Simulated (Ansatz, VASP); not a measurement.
**AlN: VASP beside Ansatz**

Contents of INCAR:

```
PREC = Accurate ; ENCUT = 520
EDIFF = 1E-7 ; ISMEAR = 0
SIGMA = 0.05 ; LREAL = F
LASPH = T ; NELM = 100
ALGO = Normal ; ISIF = 2
LWAVE = F ; LCHARG = T
LELF = T ; LVHAR = T
NBANDS = 16
```

File KPOINTS:

```
regular mesh
0
Gamma
  9 9 6
```

The input POSCAR:

```
AlN
1.0
    3.0887424016      0.0000000000      0.0000000000
   -1.5443712008      2.6749293856      0.0000000000
    0.0000000000      0.0000000000      4.9437688231
Al N
2 2
Direct
    0.3116895332      0.6345162853      0.0015212672
    0.6883104668      0.3654837147      0.5015212672
    0.3526467941      0.6953554887      0.3834787328
    0.6473532059      0.3046445113      0.8834787328
```

Input for Ansatz:

```yaml
crystal:
  lattice:
    - [3.0887424016, 0.0, 0.0]
    - [-1.5443712008, 2.6749293856, 0.0]
    - [0.0, 0.0, 4.9437688231]
  atoms:
    - { symbol: Al, position: [0.3116895332, 0.6345162853, 0.0015212672] }
    - { symbol: Al, position: [0.6883104668, 0.3654837147, 0.5015212672] }
    - { symbol: "N", position: [0.3526467941, 0.6953554887, 0.3834787328] }
    - { symbol: "N", position: [0.6473532059, 0.3046445113, 0.8834787328] }
basis:
  ecutwfc: 520.0
kpoints:
  mp_grid: { grid: [9, 9, 6] }
hamiltonian:
  xc: lda
scf:
  occupations: { method: gaussian, width: 0.05 }
output:
  forces: true
  stress: true
  eigenvalues: true
```

Change from the starting cell: mode 4 frozen in at -0.017 Å and mode 5 at -0.086 Å (largest displacements).

Alike in both runs: task single point; functional LDA; k mesh 9 × 9 × 6; occupations gaussian, width 0.05 eV; no spin polarisation.

|  | VASP | Ansatz |
| --- | --- | --- |
| version | VASP 6.6.1 | Ansatz 0.2.0 |
| potentials or method | VASP PAW LDA potentials, release 64 (Al, N) | scalar-relativistic, plane waves, PAW |
| plane-wave cutoff (eV) | 520 | 520 |
| valence electrons in the cell | 16 | 16 |

VASP gave:

```
gap on the k mesh at the Fermi level (eV)       : 4.33
least direct gap on the mesh (eV)               : 4.33
pressure (GPa)                                  : 0.4
largest component of the traceless stress (GPa) : 0.21
rms of the force components (eV/Å)              : 0.218
```

Problem. Estimate Ansatz's values.

Solution. gap on the k mesh at the Fermi level (eV): 4.33; least direct gap on the mesh (eV): 4.33; pressure (GPa): -0.2; largest component of the traceless stress (GPa): 0.21; rms of the force components (eV/Å): 0.218.

Atom by atom the forces differ by 0.002 eV/Å (rms over components).

Caveats: an odd mesh through Γ misses points on the zone boundary, where band edges often lie.
